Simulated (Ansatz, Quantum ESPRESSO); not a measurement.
# SnTe: 6 runs at one level of theory

```
CELL_PARAMETERS angstrom
0.00000 3.15085 3.15085
3.15085 0.00000 3.15085
3.15085 3.15085 0.00000
ATOMIC_POSITIONS crystal
Te 0.50000 0.50000 0.50000
Sn 0.00000 0.00000 0.00000
```

Alike in all runs: task single point; functional PBE; k mesh 4 × 4 × 4; occupations fermi-dirac, width 0.05 eV; no spin polarisation; no spin-orbit coupling.

```tsv
program and potentials	plane-wave cutoff (eV)	notes	band gap (eV)
Quantum ESPRESSO, SG15 PBE 1.2	952	15 valence electrons an atom on average	0.10
Quantum ESPRESSO, SPMS 1.0 PBE	952	15 valence electrons an atom on average	0.10
Quantum ESPRESSO, PseudoDojo 0.4.1 SR PBE standard	1088	15 valence electrons an atom on average	0.10
Ansatz, PAW datasets made for the crystal	240	10 valence electrons an atom on average	-
Quantum ESPRESSO, Ansatz NC SR PBE	1116	15 valence electrons an atom on average	0.10
Quantum ESPRESSO, PseudoDojo 0.4 SR PBE stringent	1388	23 valence electrons an atom on average	?
```

Question: Estimate from the other rows what the run with Quantum ESPRESSO, PseudoDojo 0.4 SR PBE stringent gave.

Answer: Band gap 0.09 eV. The other rows, which needn't bracket it: band gap 0.10.
